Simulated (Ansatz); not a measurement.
NaF built on the CsCl prototype, relaxed with r2SCAN in Ansatz 0.2.0. It is cubic, Pm-3m (No. 221); a = 2.793 Å in the conventional setting, 10.90 Å³ an atom. Na has 8 F at 2.42 Å; F has 8 Na at 2.42 Å.

The axes x, y and z are those of this cell:
```yaml
crystal:
  lattice:
    - [2.79349, 0.00000, 0.00000]
    - [0.00000, 2.79349, 0.00000]
    - [0.00000, 0.00000, 2.79349]
  atoms:
    - { symbol: Na, position: [0.00000, 0.00000, 0.00000] }
    - { symbol: F, position: [0.50000, 0.50000, 0.50000] }
```

Unstrained: With PBE the valence top lies at M and the conduction bottom at Γ, 6.128 eV higher; the smallest vertical gap, at Γ, is 6.466 eV. With r2SCAN the valence top lies at M and the conduction bottom at Γ, 7.058 eV higher; the smallest vertical gap, at Γ, is 7.398 eV. HSE06 gives an indirect gap of 8.331 eV, from M to Γ; the least direct gap is 8.683 eV at Γ. Meshes: PBE 10×10×10, r2SCAN 10×10×10, HSE06 6×6×6. Strains are changes of length per length. After each strain the atoms were relaxed again with r2SCAN within the symmetry that the strain leaves, so tilts or polar shifts that break it weren't tested; points keep the names that they have in the unstrained zone. The cell comes from a prototype generator: it can be a known phase or a hypothetical one. Spin polarisation is off.

Question: Estimate what uniaxial +5.17 % along [111], other directions held does to the gap.

Answer: PBE: the gap goes from 6.128 to 5.819 eV (-0.309 eV). r2SCAN: the gap goes from 7.058 to 6.732 eV (-0.326 eV). HSE06: the gap goes from 8.331 to 7.992 eV (-0.339 eV). The r2SCAN energy rises by 4.7 meV an atom.

Question: Apply isotropic +3.98 % on every length. How far does the gap move, against the unstrained cell?

Answer: PBE: the gap goes from 6.128 to 5.422 eV (-0.706 eV). r2SCAN: the gap goes from 7.058 to 6.319 eV (-0.739 eV). HSE06: the gap goes from 8.331 to 7.556 eV (-0.775 eV). The r2SCAN energy rises by 25.2 meV an atom.

Question: Apply epitaxial -2.97 % in the xy plane, free normal strain +0.22 %. How far does the gap move, against the unstrained cell?

Answer: PBE: the gap goes from 6.128 to 6.449 eV (+0.321 eV). r2SCAN: the gap goes from 7.058 to 7.397 eV (+0.339 eV). HSE06: the gap goes from 8.331 to 8.689 eV (+0.358 eV). The r2SCAN energy rises by 11.4 meV an atom.

The meshes of the hybrids are coarse, so their gaps aren't converged to the digits shown.
